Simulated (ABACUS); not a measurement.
# GaSb (F-43m) in ABACUS: notebook

One crystal, GaSb, is run at these levels: RPBE, LDA, LDA-PW92; tasks: single point.

Program: ABACUS 3.10.1. These are calculated values, not measurements. Logs are shortened: lines on timing, memory, paths and dates and some standing lists are left out, and cuts for length are marked.

**What was measured.**

A printed reference work, data compilation reports, for a bulk crystal of GaSb at 4.2 K: band gap 0.811 eV (direct).

How close the calculation comes is told below.

### Step 1. The crystal as given

It takes space group F-43m (No. 216, cubic). Conventional cell: a = 6.118 Å, b = 6.118 Å, c = 6.118 Å, α = 90.00°, β = 90.00°, γ = 90.00°. Around Sb (site symmetry -43m) lie 4 Ga at 2.65 Å. Ga (site symmetry -43m) has 4 Sb at 2.65 Å as nearest neighbours.

### Step 2. Single point, RPBE

Contents of run_abacus.py:

```python
"""ABACUS run from a structure file: ASE reads it, the script writes STRU, KPT and INPUT."""
import re
import subprocess
import spglib
from ase import Atoms
from ase.io import read
from ase.units import Bohr

atoms = read("GaSb.cif")
cell, frac, numbers = spglib.standardize_cell((atoms.cell[:], atoms.get_scaled_positions(), atoms.numbers), to_primitive=True, symprec=1e-4)
atoms = Atoms(numbers=numbers, cell=cell, scaled_positions=frac, pbc=True)  # the primitive cell
atoms = atoms[(-atoms.numbers).argsort(kind="stable")]  # ABACUS lists atoms element by element
pseudo = {'Sb': 'Sb_ONCV_PBE-1.2.upf', 'Ga': 'Ga_ONCV_PBE-1.2.upf'}
orbital = {}
magmoms = None
kmesh = [6, 6, 6]
params = {
    'suffix': 'GaSb',
    'calculation': 'scf',
    'basis_type': 'pw',
    'pseudo_dir': './',
    'symmetry': 1,
    'dft_functional': 'GGA_X_RPBE+GGA_C_PBE',
    'ecutwfc': 81,
    'pseudo_rcut': 10,
    'nspin': 1,
    'nbands': 24,
    'ks_solver': 'dav',
    'smearing_method': 'fd',
    'smearing_sigma': 0.00367493,
    'scf_thr': 1e-08,
    'scf_nmax': 100,
    'mixing_type': 'broyden',
    'mixing_beta': 0.7,
    'cal_force': 1,
    'cal_stress': 1,
    'out_chg': 1,
    'kpar': 4,
}

symbols = atoms.get_chemical_symbols()
elements = list(dict.fromkeys(symbols))
lines = ["ATOMIC_SPECIES"] + [f"{e} {atoms.get_masses()[symbols.index(e)]:.4f} {pseudo[e]}" for e in elements]
if orbital:
    lines += ["", "NUMERICAL_ORBITAL"] + [orbital[e] for e in elements]
lines += ["", "LATTICE_CONSTANT", f"{1 / Bohr:.10f}", "", "LATTICE_VECTORS"]
lines += [" ".join(f"{x:.10f}" for x in v) for v in atoms.cell]
lines += ["", "ATOMIC_POSITIONS", "Direct"]
for e in elements:
    lines += ["", e, "0.0", str(symbols.count(e))]
    for i, p in enumerate(atoms.get_scaled_positions(wrap=False)):
        if symbols[i] == e:
            mag = "" if magmoms is None else " mag " + " ".join(str(x) for x in (magmoms[i] if isinstance(magmoms[i], list) else [magmoms[i]]))
            lines.append(" ".join(f"{x:.10f}" for x in p) + " 1 1 1" + mag)
open("STRU", "w").write("\n".join(lines) + "\n")
open("KPT", "w").write("K_POINTS\n0\nGamma\n%d %d %d 0 0 0\n" % tuple(kmesh))
open("INPUT", "w").write("INPUT_PARAMETERS\n" + "".join(f"{k:<20s}{v}\n" for k, v in params.items()))

done = subprocess.run(['mpirun', '-np', '4', 'abacus'])
if done.returncode:
    raise SystemExit(done.returncode)
log = open("OUT.GaSb/running_scf.log").read()
print("final energy (eV):", re.findall(r"FINAL_ETOT_IS (\S+)", log))
```

Contents of GaSb.cif:

```cif
data_GaSb
_cell_length_a 6.11800000
_cell_length_b 6.11800000
_cell_length_c 6.11800000
_cell_angle_alpha 90.00000000
_cell_angle_beta 90.00000000
_cell_angle_gamma 90.00000000
_space_group_name_H-M_alt 'F-43m'
_space_group_name_Hall 'F -4 2 3'
_space_group_IT_number 216
loop_
_space_group_symop_operation_xyz
'x,y,z'
'y,-x,-z'
'-x,-y,z'
'-y,x,-z'
'x,-y,-z'
'y,x,z'
'-x,y,-z'
'-y,-x,z'
'z,x,y'
'-z,y,-x'
'z,-x,-y'
'-z,-y,x'
'-z,x,-y'
'z,y,x'
'-z,-x,y'
'z,-y,-x'
'y,z,x'
'-x,-z,y'
'-y,z,-x'
'x,-z,-y'
'-y,-z,x'
'x,z,y'
'y,-z,-x'
'-x,z,-y'
'x,y+1/2,z+1/2'
'y,-x+1/2,-z+1/2'
'-x,-y+1/2,z+1/2'
'-y,x+1/2,-z+1/2'
'x,-y+1/2,-z+1/2'
'y,x+1/2,z+1/2'
'-x,y+1/2,-z+1/2'
'-y,-x+1/2,z+1/2'
'z,x+1/2,y+1/2'
'-z,y+1/2,-x+1/2'
'z,-x+1/2,-y+1/2'
'-z,-y+1/2,x+1/2'
'-z,x+1/2,-y+1/2'
'z,y+1/2,x+1/2'
'-z,-x+1/2,y+1/2'
'z,-y+1/2,-x+1/2'
'y,z+1/2,x+1/2'
'-x,-z+1/2,y+1/2'
'-y,z+1/2,-x+1/2'
'x,-z+1/2,-y+1/2'
'-y,-z+1/2,x+1/2'
'x,z+1/2,y+1/2'
'y,-z+1/2,-x+1/2'
'-x,z+1/2,-y+1/2'
'x+1/2,y,z+1/2'
'y+1/2,-x,-z+1/2'
'-x+1/2,-y,z+1/2'
'-y+1/2,x,-z+1/2'
'x+1/2,-y,-z+1/2'
'y+1/2,x,z+1/2'
'-x+1/2,y,-z+1/2'
'-y+1/2,-x,z+1/2'
'z+1/2,x,y+1/2'
'-z+1/2,y,-x+1/2'
'z+1/2,-x,-y+1/2'
'-z+1/2,-y,x+1/2'
'-z+1/2,x,-y+1/2'
'z+1/2,y,x+1/2'
'-z+1/2,-x,y+1/2'
'z+1/2,-y,-x+1/2'
'y+1/2,z,x+1/2'
'-x+1/2,-z,y+1/2'
'-y+1/2,z,-x+1/2'
'x+1/2,-z,-y+1/2'
'-y+1/2,-z,x+1/2'
'x+1/2,z,y+1/2'
'y+1/2,-z,-x+1/2'
'-x+1/2,z,-y+1/2'
'x+1/2,y+1/2,z'
'y+1/2,-x+1/2,-z'
'-x+1/2,-y+1/2,z'
'-y+1/2,x+1/2,-z'
'x+1/2,-y+1/2,-z'
'y+1/2,x+1/2,z'
'-x+1/2,y+1/2,-z'
'-y+1/2,-x+1/2,z'
'z+1/2,x+1/2,y'
'-z+1/2,y+1/2,-x'
'z+1/2,-x+1/2,-y'
'-z+1/2,-y+1/2,x'
'-z+1/2,x+1/2,-y'
'z+1/2,y+1/2,x'
'-z+1/2,-x+1/2,y'
'z+1/2,-y+1/2,-x'
'y+1/2,z+1/2,x'
'-x+1/2,-z+1/2,y'
'-y+1/2,z+1/2,-x'
'x+1/2,-z+1/2,-y'
'-y+1/2,-z+1/2,x'
'x+1/2,z+1/2,y'
'y+1/2,-z+1/2,-x'
'-x+1/2,z+1/2,-y'
loop_
_atom_site_label
_atom_site_type_symbol
_atom_site_symmetry_multiplicity
_atom_site_Wyckoff_symbol
_atom_site_fract_x
_atom_site_fract_y
_atom_site_fract_z
_atom_site_occupancy
Sb1 Sb 4 c 0.2500000000 0.2500000000 0.2500000000 1
Ga1 Ga 4 a 0.0000000000 0.0000000000 0.0000000000 1
```

Potentials or basis: SG15 ONCV 1.2 PBE, plane waves.

The run is started by

```sh
$ OMP_NUM_THREADS=1 python run_abacus.py > log
```

running log:

```text
ABACUS v3.10.1

               Atomic-orbital Based Ab-initio Computation at UStc

 ------------------------------------------------------------------------------------

 READING GENERAL INFORMATION
                           global_out_dir = OUT.GaSb/
                           global_in_card = INPUT
                               pseudo_dir = ./
                              orbital_dir =
                                    DSIZE = 4
                                    GSIZE = 1
[... 5 lines left out ...]

 READING ATOM TYPE 1
                               atom label = Sb
                      L=0, number of zeta = 1
                      L=1, number of zeta = 1
                      L=2, number of zeta = 1
             number of atom for this type = 1

 READING ATOM TYPE 2
                               atom label = Ga
                      L=0, number of zeta = 1
                      L=1, number of zeta = 1
                      L=2, number of zeta = 1
             number of atom for this type = 1

                        TOTAL ATOM NUMBER = 2
DIRECT COORDINATES
    atom                   x                   y                   z     mag                  vx                  vy                  vz
taud_Sb1            0.2500000000        0.2500000000        0.2500000000  0.0000        0.0000000000        0.0000000000        0.0000000000
taud_Ga1            0.0000000000        0.0000000000        0.0000000000  0.0000        0.0000000000        0.0000000000        0.0000000000

                          Volume (Bohr^3) = 386.336
                             Volume (A^3) = 57.249

 Lattice vectors: (Cartesian coordinate: in unit of a_0)
                   +0              +3.059              +3.059
               +3.059                  +0              +3.059
               +3.059              +3.059                  +0
 Reciprocal vectors: (Cartesian coordinate: in unit of 2 pi/a_0)
            -0.163452           +0.163452           +0.163452
            +0.163452           -0.163452           +0.163452
            +0.163452           +0.163452           -0.163452
 The esolver type has been set to : ksdft_pw

                PAO radial cut off (Bohr) = 10

 Read in pseudopotential file is Sb_ONCV_PBE-1.2.upf
                     pseudopotential type = NC
          exchange-correlation functional = PBE
                 nonlocal core correction = 0
                        valence electrons = 15
                                     lmax = 2
                           number of zeta = 0
                     number of projectors = 6
                           L of projector = 0
                           L of projector = 0
                           L of projector = 1
                           L of projector = 1
                           L of projector = 2
                           L of projector = 2
 XC functional updated to : GGA_X_RPBE+GGA_C_PBE
          exchange-correlation functional = GGA_X_RPBE+GGA_C_PBE
                PAO radial cut off (Bohr) = 10

 Read in pseudopotential file is Ga_ONCV_PBE-1.2.upf
                     pseudopotential type = NC
          exchange-correlation functional = PBE
                 nonlocal core correction = 0
                        valence electrons = 13
                                     lmax = 2
                           number of zeta = 0
                     number of projectors = 6
                           L of projector = 0
                           L of projector = 0
                           L of projector = 1
                           L of projector = 1
                           L of projector = 2
                           L of projector = 2
 XC functional updated to : GGA_X_RPBE+GGA_C_PBE
          exchange-correlation functional = GGA_X_RPBE+GGA_C_PBE
[... 113 lines left out ...]
       3  0.33333333  0.33333333  0.33333333  0.0370       2
       4  0.50000000  0.50000000  0.50000000  0.0185       3
       5  0.16666667  0.16666667  0.00000000  0.0278       7
       6  0.33333333  0.33333333  0.16666667  0.1111       8
[... 8 lines left out ...]
      15  0.50000000  0.33333333 -0.33333333  0.1111      52
      16  0.50000000  0.33333333 -0.16666667  0.0556      58

                               nkstot now = 16
[... K-POINTS DIRECT COORDINATES: 16 rows ...]

           k-point number in this process = 4
       minimum distributed K point number = 4
[... stars of the k points ...]

[... K-POINTS CARTESIAN COORDINATES: 4 rows ...]

[... K-POINTS DIRECT COORDINATES: 4 rows ...]

 SETUP PLANE WAVES FOR WAVE FUNCTIONS
     energy cutoff for wavefunc (unit:Ry) = 81
              fft grid for wave functions = [ 48, 48, 48 ]
                    number of plane waves = 5577
                         number of sticks = 421

 PARALLEL PW FOR WAVE FUNCTIONS
     PROC   COLUMNS(POT)             PW
        1            421           5577
 --------------- sum -------------------
        1            421           5577

 SETUP NONLOCAL PSEUDOPOTENTIALS IN PLANE WAVE BASIS
 Sb non-local projectors:
 projector 1 L=0
 projector 2 L=0
 projector 3 L=1
 projector 4 L=1
 projector 5 L=2
 projector 6 L=2
 Ga non-local projectors:
 projector 1 L=0
 projector 2 L=0
 projector 3 L=1
 projector 4 L=1
 projector 5 L=2
 projector 6 L=2
      TOTAL NUMBER OF NONLOCAL PROJECTORS = 36

 Init Non-Local PseudoPotential table :
 Init Non-Local-Pseudopotential done.

                                     npwx = 4768

 -------------------------------------------
 SELF-CONSISTENT
 -------------------------------------------
                                 init_chg = atomic

 PW ALGORITHM --------------- ION=   1  ELEC=   1--------------------------------

 Notice: Threshold on eigenvalues was too large.
 hsover_error=0.28 > DRHO=0.0420007
 Origin diag ethr = 0.01
 New diag ethr = 0.000150002

 Density error is 0.0365635128999
                          Error Threshold = 0.000150002372794
----------------------------------------------------------
     Energy           Rydberg                 eV
----------------------------------------------------------
 E_KohnSham     -272.5450398838      -3708.1655040564
 E_Harris       -273.6631077069      -3723.3775972012
 E_Fermi        0.6978806302         9.4951530946
----------------------------------------------------------
[... 75 lines left out ...]
 Density error is 4.91843473234e-10
                          Error Threshold = 1.27157560064e-10
----------------------------------------------------------
     Energy           Rydberg                 eV
----------------------------------------------------------
 E_KohnSham     -272.5519708550      -3708.2598047576
 E_KS(sigma->0) -272.5519402539      -3708.2593884087
 E_Harris       -272.5518317145      -3708.2579116543
 E_band         -15.7496791482       -214.2853780869
 E_one_elec     -138.6164945604      -1885.9741628068
 E_Hartree      83.5512478350        1136.7730455666
 E_xc           -34.1869872763       -465.1378244116
 E_Ewald        -183.2996756512      -2493.9200304080
 E_entropy(-TS) -0.0000612021        -0.0008326977
 E_descf        0.0000000000         0.0000000000
 E_exx          0.0000000000         0.0000000000
 E_Fermi        0.7040235217         9.5787314209
----------------------------------------------------------

 charge density convergence is achieved
 final etot is -3708.2598048 eV
 EFERMI = 9.5787314209 eV

 STATE ENERGY(eV) AND OCCUPATIONS    NSPIN == 1
 1/4 kpoint (Cartesian) = 0.0000 0.0000 0.0000 (4693 pws)
       1       -19.4586     0.00925926
       2       -19.4586     0.00925926
       3       -19.4586     0.00925926
       4       -19.4332     0.00925926
       5       -19.4332     0.00925926
       6       -5.65586     0.00925926
[... 94 lines left out ...]
      23        20.8066        0.00000
      24        20.8066        0.00000

------------------------------------------------------------------------------------------
 TOTAL-FORCE (eV/Angstrom)
------------------------------------------------------------------------------------------
                       Sb1         0.0000000000         0.0000000000         0.0000000000
                       Ga1         0.0000000000         0.0000000000         0.0000000000
------------------------------------------------------------------------------------------

----------------------------------------------------------------
 TOTAL-STRESS (KBAR)
----------------------------------------------------------------
        42.0969268898        -0.0000000000         0.0000000000
         0.0000000000        42.0969268898        -0.0000000000
         0.0000000000        -0.0000000000        42.0969268898
----------------------------------------------------------------
 TOTAL-PRESSURE: 42.096927 KBAR

 --------------------------------------------
 !FINAL_ETOT_IS -3708.2598047575820601 eV
 --------------------------------------------
```

Run time: 13 s. Hardware: 4 MPI ranks of Intel Xeon Platinum 8259CL at 2.50GHz (Skylake/Cascade Lake), shared host; peak memory 0.44 GiB.

Results:

- Free energy: -3708.2598 eV
- Pressure: 4.2 GPa
- Band gap on the k mesh: 0.13 eV, direct

Caveat: the potentials were made for another functional, which shifts forces and pressure; spin-orbit coupling is left out, which moves the levels of the heavy elements.

(Continued in part 2 of 2.)
